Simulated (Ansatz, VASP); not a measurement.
# Co: VASP beside Ansatz

The input INCAR:

```
SYSTEM = Co
PREC     = Accurate       ! precision mode
ENCUT    = 520            ! plane-wave cutoff, eV
EDIFF    = 1E-7           ! SCF threshold, eV
ISMEAR   = -1             ! smearing method
SIGMA    = 0.05           ! smearing width, eV
LREAL    = .FALSE.        ! projectors in reciprocal space
LASPH    = .TRUE.         ! aspherical terms in the spheres
NELM     = 150            ! most SCF steps
ALGO     = Normal         ! electronic algorithm
ISIF     = 2              ! what is computed and relaxed
LWAVE    = .FALSE.        ! write WAVECAR
LCHARG   = .FALSE.        ! write CHGCAR
ISPIN    = 2              ! spin polarisation
MAGMOM   = 1.7            ! initial moments
LORBIT   = 11             ! projections on sites
LMAXMIX  = 4              ! l up to which the mixer works
GGA      = PE             ! functional
NBANDS   = 14             ! bands
```

File KPOINTS:

```
regular mesh
0
G
  17 17 17
  0 0 0
```

Contents of POSCAR:

```
Co
1.0
    2.2080354515      0.0000000000      0.0000000000
    0.0000000000      2.2080354515      0.0000000000
    0.0000000000      0.0000000000      2.2080354515
Co
1
Direct
    0.0000000000      0.0000000000      0.0000000000
```

Input for Ansatz:

```yaml
crystal:
  lattice:
    - [2.2080354515, 0.0, 0.0]
    - [0.0, 2.2080354515, 0.0]
    - [0.0, 0.0, 2.2080354515]
  atoms:
    - { symbol: Co, position: [0.0, 0.0, 0.0], spin: 1.7 }
magnetization:
  spin_polarized: true
kpoints:
  mp_grid: { grid: [17, 17, 17] }
scf:
  occupations: { method: fermi_dirac, width: 0.05 }
hamiltonian:
  xc: pbe
  pseudopotentials: { kind: all_electron, lapw: { basis_error: 0.001 } }
output:
  forces: true
  stress: true
  eigenvalues: true
  populations: true
```

Change from the starting cell: volume scaled by 0.84, LAPW.

Alike in both runs: task single point; functional PBE; k mesh 17 × 17 × 17; occupations fermi-dirac, width 0.05 eV; collinear spin.

|  | VASP | Ansatz |
| --- | --- | --- |
| version | VASP 6.6.1 | Ansatz 0.2.0 |
| potentials or method | VASP PAW PBE potentials, release 64 (Co) | all-electron LAPW, scalar-relativistic |
| plane-wave cutoff (eV) | 520 | see its input |

Ansatz gave:

- pressure (GPa): 33.7
- net moment per atom (μB): 1.50
- size of the moment on the site where the two differ most (μB): 1.52

Question: Which values does VASP return?

Answer: Pressure (GPa): 31.9; net moment per atom (μB): 1.48; size of the moment on the site where the two differ most (μB): 1.48.

Site moments also hang on the region over which each program counts them. Ansatz ran all-electron here, so the differences hold the error of VASP's frozen core and of both bases.

Caveats: so large a pressure means that the cell lies far from this level's equilibrium, or that cutoff or potentials fall short (VASP).
